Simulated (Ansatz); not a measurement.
# C (Fd-3m) in Ansatz: further runs

Runs on C. Level: r2SCAN+rVV10. Tasks: single point, equation of state.

All numbers are computed with Ansatz 0.2.0; they aren't measurements. Logs are shortened: lines on timing, memory, paths and dates and some standing lists are left out, and cuts for length are marked.

**Experimental background.**

From “Equation of state of cubic boron nitride at high pressures and temperatures”, 2007, arxiv:cond-mat/0702656, for a bulk crystal of C: bulk modulus 444.8 ± 0.8 GPa.

The runs below are set against these values where they give the same quantity.

### 1 The crystal as given

It takes space group Fd-3m (No. 227, cubic). Conventional cell: a = 3.567 Å, b = 3.567 Å, c = 3.567 Å, α = 90.00°, β = 90.00°, γ = 90.00°. Around C (site symmetry -43m) lie 4 C at 1.54 Å.

This isn't the form of C at room conditions, which is graphite.

### 2 Single point, r2SCAN+rVV10, 5.33 Å³/atom (volume scaled by 0.94)

The input, input.yaml:

```yaml
crystal:
  lattice:
    - [0.0, 1.7469644787, 1.7469644787]
    - [1.7469644787, 0.0, 1.7469644787]
    - [1.7469644787, 1.7469644787, 0.0]
  atoms:
    - { symbol: C, position: [0.75, 0.75, 0.75] }
    - { symbol: C, position: [0.5, 0.5, 0.5] }
hamiltonian:
  xc: r2scan
  pseudopotentials: { kind: paw }
  dispersion: rvv10
kpoints:
  mp_grid: { grid: [13, 13, 13] }
scf:
  occupations: { method: fermi_dirac, width: 0.05 }
output:
  forces: true
  stress: true
  eigenvalues: true
```

Potentials or basis: Ansatz PAW.

Launch:

```console
$ ansatz run input.yaml --threads 2 --pin off --max-ram 5120MiB --backend cpu --events-out ev --progress --plain --runs-dir out
```

The program printed:

```text
Warning: RAYON_NUM_THREADS=2 ignored (pool sized by the plan → 2); use --threads N
Engine: ansatz 0.2.0, aarch64-unknown-linux-gnu
Pseudopotentials: kind: paw
Pseudopotential: C, paw, valence charge 4, recommended cutoff 500 eV (meta_gga), C.paw.azcp
Functional definition: r2SCAN+rVV10
  parameter k0 = 0.174
  parameter k1 = 0.065
  parameter a1 = 4.9479
  exchange = r2scan_x(k0 = k0, k1 = k1, a1 = a1)
  correlation = r2scan_c + rvv10(11.95, 0.0093)
Crystal: 2 atoms, lattice volume = 10.663 Å³
Basis set: ecut = 500 eV, 283 PW (Γ), exchange–correlation on 96×96×96 points (64 copies of the dense FFT grid, shifted against one another)
Bands: 8, of which v1, the nominal top of the filled ones, is band 4 counted from 1 (3 counted from 0)
Symmetry: 48 space group operations
Space group: Fd-3m (ITA 227), of the structure as read, at distance tolerance 2.2e-5 Å
k-points: 84 of 2197
Non-local potential: C, projectors of the file, l = 0: 2, l = 1: 2, l = 2: 1
PAW form: soft (Blöchl's): semilocal exchange-correlation on the pseudo side does not see the compensation charge
rVV10 density: all electrons in the spheres
PAW frozen core: C, regenerated for the run's functional (the file was generated under x = pbe(κ = 0.804, μ = 0.2195149727645171), c = pbe(β = 0.06672455060314922))
PAW one-centre angular grid: C, 302 points (default); XC on 239 of its mesh's 2573 points in the sphere
Initial density: superposition of atomic densities (neutral atoms: chi_scale 0, normalization atom), corrected by the library's trained network
Initial wavefunctions: pseudopotential atomic-orbital guess
Functional: x = r2scan, c = r2scan + rvv10(b = 11.95, C = 0.0093); τ floored in thin density (d = 2e-4 eV/Å³)
SCF iter   1: F=—  HF=-502.742106 eV  |F-HF|=—  |Δ(HF+E_count)|=         —  Δρ=9.69e-3  dr2=3.31e-3  dr2_τ=4.53e-1  ethr=1.77e-3  ⟨swp⟩=5.1  Hψ=4522  notcnv=0
preconditioner: auto → none  [insulator: Δε(μ)=4.397 eV  Ē_g=21.729 eV  σ=0.050 eV  W_gap=1.00  n_scr=0 (ndim 8)  ℏωp=32.2 eV  f_vac=0.000  D(μ)=0.00/eV (n_scr^D=0)  ε∞_Penn≈3.2]
SCF iter   2: F=—  HF=-502.802775 eV  |F-HF|=—  |Δ(HF+E_count)|=   6.07e-2  Δρ=5.90e-3  dr2=1.08e-3  dr2_τ=7.06e-5  ethr=4.14e-5  ⟨swp⟩=2.0  Hψ=2016  notcnv=0
SCF iter   3: F=—  HF=-502.802750 eV  |F-HF|=—  |Δ(HF+E_count)|=   2.45e-5  Δρ=1.05e-3  dr2=3.63e-5  dr2_τ=9.88e-6  ethr=1.35e-5  ⟨swp⟩=2.0  Hψ=976  notcnv=0
SCF iter   4: F=—  HF=-502.802761 eV  |F-HF|=—  |Δ(HF+E_count)|=   1.12e-5  Δρ=1.47e-4  dr2=6.14e-7  dr2_τ=7.23e-8  ethr=4.54e-7  ⟨swp⟩=2.0  Hψ=956  notcnv=0
iter 5 did not close the SCF: its close was put off for the readings that it lacked (scf_convergence_deferred on its scf_iter line)
SCF iter   5: F=-502.802762 eV  HF=-502.802762 eV  |F-HF|=9.89e-9  |Δ(HF+E_count)|=   8.18e-7  Δρ=2.35e-5  dr2=1.76e-8  dr2_τ=2.35e-9  ethr=7.68e-9  ⟨swp⟩=2.0  Hψ=1009  notcnv=0
SCF iter   6: F=-502.802762 eV  HF=-502.802762 eV  |F-HF|=1.36e-11  |Δ(HF+E_count)|=   1.10e-8  Δρ=8.22e-7  dr2=1.71e-11  dr2_τ=4.31e-12  ethr=2.20e-10  ⟨swp⟩=2.4  Hψ=2618  notcnv=0
SCF 1 converged in 6 iterations: F = -502.802762 eV  dr2 = 1.71e-11
SCF converged after 6 iterations
Free energy (F): -502.802762 eV
Harris-Foulkes:  -502.802762 eV  (|F-HF|=1.36e-11)
Internal energy: -502.802762 eV  (E = F + TS)
E sigma→0 (E₀):  -502.802762 eV
Fermi energy:    16.658967 eV
--- Per-component energies (eV) ---
  E_band       = 36.206485
  E_kinetic    = 188.499943
  E_local      = -116.579983  (includes V_loc(G=0)·N_el)
  E_nonlocal   = 53.302668
  E_hartree    = 25.792717
  E_xc         = -96.742756
  E_vxc        = -134.058238  (∫ρ·V_xc dr)
  E_paw        = -201.813174  (= ΣΔE_a)
  E_vpaw       = -13.611785  (= ΣTr[D̂ρ^β])
  E_aug_tail   = 0.000006  (compensation charges beyond the density's cutoff)
  E_vtau       = 7.068448  (kinetic-family band-sum trace: ∫τ·v_τ [+ j·A + Jᵃ·Aᵃ] dr)
  E_ewald      = -355.212636
  E_core_change = -0.049547  (= ΣΔE_core)
  E_smearing   = -0.000000  (= −TS)
  E_closure    = -0.000000  (closes the sum)
  Σ components = -502.802762   (vs F -502.802762, Δ=0.00e0)
--- Forces (eV/Å), atoms counted from 1 ---
  atom   1  C      0.00000000     0.00000000    -0.00000000
  atom   2  C     -0.00000000     0.00000000    -0.00000000
  max |Σ_I F_I| component: 3.70e-17 eV/Å
--- Stress (GPa, compression-positive) ---
       27.259893      -0.000000       0.000000
       -0.000000      27.259893       0.000000
        0.000000       0.000000      27.259893
  P = ⅓ Tr σ = 27.2599 GPa (272.599 kbar)
--- Band table (eV; the first three rows and the last of 84) ---
  k-point 0: bands = ["-9.1214", "14.4406", "14.4406", "14.4406", "20.4898", "20.4898", "20.4898", "29.7086"]
  k-point 1: bands = ["-8.9428", "13.2429", "14.1232", "14.1232", "20.9058", "20.9058", "21.2274", "29.8422"]
  k-point 2: bands = ["-8.4092", "10.7229", "13.4129", "13.4129", "21.8403", "21.8403", "22.4365", "30.2229"]
  k-point 83: bands = ["0.3973", "1.9872", "4.8129", "5.8851", "25.4883", "25.6733", "27.9366", "29.3475"]
```

Wall time 1 s (2 threads of Arm Neoverse V2, shared host); peak memory 0.32 GiB.

Results:

* Free energy: -502.8028 eV
* Pressure: 27.3 GPa
* Band gap on the k mesh: 4.48 eV, indirect (least direct gap 6.05 eV)

Caveat: odd divisions of the mesh miss points on the zone boundary, where band edges often lie, so the gap on the mesh can be too wide; the PAW data sets come from PBE, with cores solved anew for the run's functional, which leaves a small shift of forces and pressure.

### 3 Single point, r2SCAN+rVV10, 5.44 Å³/atom (volume scaled by 0.96)

Changes to input.yaml since step 2:

```diff
@@ -2,5 +2,5 @@
   lattice:
-    - [0.0, 1.7469644787, 1.7469644787]
-    - [1.7469644787, 0.0, 1.7469644787]
-    - [1.7469644787, 1.7469644787, 0.0]
+    - [0.0, 1.7592674508, 1.7592674508]
+    - [1.7592674508, 0.0, 1.7592674508]
+    - [1.7592674508, 1.7592674508, 0.0]
   atoms:
@@ -20 +20,5 @@
   eigenvalues: true
+  write_density: true
+  write_potential: true
+  elf: true
+  volumetric_format: npy
```

Potentials or basis: Ansatz PAW.

Launch:

```console
$ ansatz run input.yaml --threads 2 --pin off --max-ram 5120MiB --backend cpu --events-out ev --progress --plain --runs-dir out
```

Wall time 1.2 s (2 threads of Arm Neoverse V2, shared host); peak memory 0.32 GiB.

The run converged. Its results:

| Property | Result |
| --- | --- |
| Free energy | -502.8333 eV |
| Pressure | 16.1 GPa |
| Band gap on the k mesh | 4.43 eV, indirect (least direct gap 5.99 eV) |

Caveat: odd divisions of the mesh miss points on the zone boundary, where band edges often lie, so the gap on the mesh can be too wide; the PAW data sets come from PBE, with cores solved anew for the run's functional, which leaves a small shift of forces and pressure.

### 4 Single point, r2SCAN+rVV10, 5.56 Å³/atom (volume scaled by 0.98)

The input, input.yaml:

```yaml
crystal:
  lattice:
    - [0.0, 1.7714007132, 1.7714007132]
    - [1.7714007132, 0.0, 1.7714007132]
    - [1.7714007132, 1.7714007132, 0.0]
  atoms:
    - { symbol: C, position: [0.75, 0.75, 0.75] }
    - { symbol: C, position: [0.5, 0.5, 0.5] }
hamiltonian:
  xc: r2scan
  pseudopotentials: { kind: paw }
  dispersion: rvv10
kpoints:
  mp_grid: { grid: [13, 13, 13] }
scf:
  occupations: { method: fermi_dirac, width: 0.05 }
output:
  forces: true
  stress: true
  eigenvalues: true
```

Launch:

```console
$ ansatz run input.yaml --threads 2 --pin off --max-ram 5120MiB --backend cpu --events-out ev --progress --plain --runs-dir out
```

Wall time 1 s (2 threads of Arm Neoverse V2, shared host); peak memory 0.32 GiB.

It converged, with:

* Free energy: -502.8488 eV
* Pressure: 5.9 GPa
* Band gap on the k mesh: 4.38 eV, indirect (least direct gap 5.93 eV)

Caveat: odd divisions of the mesh miss points on the zone boundary, where band edges often lie, so the gap on the mesh can be too wide; the PAW data sets come from PBE, with cores solved anew for the run's functional, which leaves a small shift of forces and pressure.

### 5 Single point, r2SCAN+rVV10, 5.67 Å³/atom

Changes to input.yaml since step 4:

```diff
@@ -2,5 +2,5 @@
   lattice:
-    - [0.0, 1.7714007132, 1.7714007132]
-    - [1.7714007132, 0.0, 1.7714007132]
-    - [1.7714007132, 1.7714007132, 0.0]
+    - [0.0, 1.78337, 1.78337]
+    - [1.78337, 0.0, 1.78337]
+    - [1.78337, 1.78337, 0.0]
   atoms:
```

Launch:

```console
$ ansatz run input.yaml --threads 2 --pin off --max-ram 5120MiB --backend cpu --events-out ev --progress --plain --runs-dir out
```

It took 1.1 s on 2 threads of Arm Neoverse V2, shared host; peak memory 0.32 GiB.

Results (log left out):

```
Free energy            : -502.8505 eV
Pressure               : -3.3 GPa
Band gap on the k mesh : 4.33 eV, indirect (least direct gap 5.87 eV)
```

Caveat: odd divisions of the mesh miss points on the zone boundary, where band edges often lie, so the gap on the mesh can be too wide; the PAW data sets come from PBE, with cores solved anew for the run's functional, which leaves a small shift of forces and pressure.

### 6 Single point, r2SCAN+rVV10, 5.79 Å³/atom (volume scaled by 1.02)

Changes to input.yaml since step 5:

```diff
@@ -2,5 +2,5 @@
   lattice:
-    - [0.0, 1.78337, 1.78337]
-    - [1.78337, 0.0, 1.78337]
-    - [1.78337, 1.78337, 0.0]
+    - [0.0, 1.7951807415, 1.7951807415]
+    - [1.7951807415, 0.0, 1.7951807415]
+    - [1.7951807415, 1.7951807415, 0.0]
   atoms:
```

Potentials or basis: Ansatz PAW.

Launch:

```console
$ ansatz run input.yaml --threads 2 --pin off --max-ram 5120MiB --backend cpu --events-out ev --progress --plain --runs-dir out
```

Wall time 1 s (2 threads of Arm Neoverse V2, shared host); peak memory 0.32 GiB.

Results (log left out):

```
Free energy            : -502.8397 eV
Pressure               : -11.8 GPa
Band gap on the k mesh : 4.29 eV, indirect (least direct gap 5.82 eV)
```

Caveat: odd divisions of the mesh miss points on the zone boundary, where band edges often lie, so the gap on the mesh can be too wide; the PAW data sets come from PBE, with cores solved anew for the run's functional, which leaves a small shift of forces and pressure.

### 7 Single point, r2SCAN+rVV10, 5.90 Å³/atom (volume scaled by 1.04)

Changes to input.yaml since step 6:

```diff
@@ -2,5 +2,5 @@
   lattice:
-    - [0.0, 1.7951807415, 1.7951807415]
-    - [1.7951807415, 0.0, 1.7951807415]
-    - [1.7951807415, 1.7951807415, 0.0]
+    - [0.0, 1.806838086, 1.806838086]
+    - [1.806838086, 0.0, 1.806838086]
+    - [1.806838086, 1.806838086, 0.0]
   atoms:
@@ -20 +20,5 @@
   eigenvalues: true
+  write_density: true
+  write_potential: true
+  elf: true
+  volumetric_format: npy
```

Launch:

```console
$ ansatz run input.yaml --threads 2 --pin off --max-ram 5120MiB --backend cpu --events-out ev --progress --plain --runs-dir out
```

It took 1.2 s on 2 threads of Arm Neoverse V2, shared host; peak memory 0.32 GiB.

Results (log left out):

```
Free energy            : -502.8176 eV
Pressure               : -19.4 GPa
Band gap on the k mesh : 4.24 eV, indirect (least direct gap 5.76 eV)
```

Caveat: odd divisions of the mesh miss points on the zone boundary, where band edges often lie, so the gap on the mesh can be too wide; the PAW data sets come from PBE, with cores solved anew for the run's functional, which leaves a small shift of forces and pressure.

### 8 Single point, r2SCAN+rVV10, 6.01 Å³/atom (volume scaled by 1.06)

The input, input.yaml:

```yaml
crystal:
  lattice:
    - [0.0, 1.8183469191, 1.8183469191]
    - [1.8183469191, 0.0, 1.8183469191]
    - [1.8183469191, 1.8183469191, 0.0]
  atoms:
    - { symbol: C, position: [0.75, 0.75, 0.75] }
    - { symbol: C, position: [0.5, 0.5, 0.5] }
hamiltonian:
  xc: r2scan
  pseudopotentials: { kind: paw }
  dispersion: rvv10
kpoints:
  mp_grid: { grid: [13, 13, 13] }
scf:
  occupations: { method: fermi_dirac, width: 0.05 }
output:
  forces: true
  stress: true
  eigenvalues: true
```

Launch:

```console
$ ansatz run input.yaml --threads 2 --pin off --max-ram 5120MiB --backend cpu --events-out ev --progress --plain --runs-dir out
```

Wall time 1 s (2 threads of Arm Neoverse V2, shared host); peak memory 0.32 GiB.

It converged, with:

* Free energy: -502.7850 eV
* Pressure: -26.4 GPa
* Band gap on the k mesh: 4.20 eV, indirect (least direct gap 5.71 eV)

Caveat: odd divisions of the mesh miss points on the zone boundary, where band edges often lie, so the gap on the mesh can be too wide; the PAW data sets come from PBE, with cores solved anew for the run's functional, which leaves a small shift of forces and pressure.

### 9 Equation of state, r2SCAN+rVV10

Potentials or basis: Ansatz PAW.

No new run: the results of the series are fitted here.

Results:

```
Equilibrium volume                      : 5.63 Å³/atom
Bulk modulus                            : 454 GPa
Pressure derivative of the bulk modulus : 3.7
```

Energy against volume, from the lowest point:
```
volume (Å³/atom)  energy (meV/atom)
           5.332              23.88
           5.445               8.60
           5.558               0.87
           5.672               0.00
           5.785               5.39
           5.899              16.48
           6.012              32.75
```

Caveat: the PAW data sets were made with another functional, which shifts forces and pressure a little.

### 10 Comparison with measurements

Step 9. Against the measured bulk modulus of C, 444.8 GPa (quoted in “Equation of state of cubic boron nitride at high pressures and temperatures”, 2007, arxiv:cond-mat/0702656), the calculated 454 GPa is off by +2.0 %. 3 values of this kind are on record (442 to 444.8 GPa); this one was drawn at random among those near their median, those with a stated uncertainty first. The fit is for a static lattice scaled at fixed shape and fixed fractional positions. The cell as given is a measured one (5.67 Å³/atom); r2SCAN+rVV10 puts the equilibrium volume -0.7 % from it, thermal expansion not counted.
